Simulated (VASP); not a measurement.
Ge, 4 atoms in the cell. Symmetry: P6_3/mmc, No. 194, hexagonal system. Conventional cell: a = 3.996 Å, b = 3.996 Å, c = 6.594 Å, α = 90.00°, β = 90.00°, γ = 120.00°. Around Ge (site symmetry 3m) lie 4 Ge at 2.45 to 2.47 Å. This isn't the form of Ge at room conditions, which is diamond.

| Quantity | Value |
| --- | --- |
| Program | VASP 6.6.1 |
| Task | band structure |
| Functional | PBEsol |
| Potentials or basis | VASP PAW PBE potentials, release 64 (Ge_d) |
| Cutoff | 520 eV |
| k mesh | 12 × 12 × 5 |
| Occupations | gaussian, width 0.03 eV |
| Spin | no spin polarisation |
| Further INCAR settings | ALGO = Normal; EDIFF = 1e-06; NBANDS = 36 |

Potentials or basis: VASP PAW PBE potentials, release 64 (Ge_d).

The run is started by

```console
$ cat potpaw_PBE.64/Ge_d/POTCAR > POTCAR
$ mpirun -np 1 vasp_std > vasp.out
```

Hardware: 1 thread of Intel(R) Xeon(R) Platinum 8488C (Sapphire Rapids) (shared host).

Problem. Estimate the wall time of this run.

Solution. Run time: 4.3 min on 1 thread of Intel(R) Xeon(R) Platinum 8488C (Sapphire Rapids) (shared host), peak memory 0.35 GiB. Counts: scf iterations 43, k points 57.
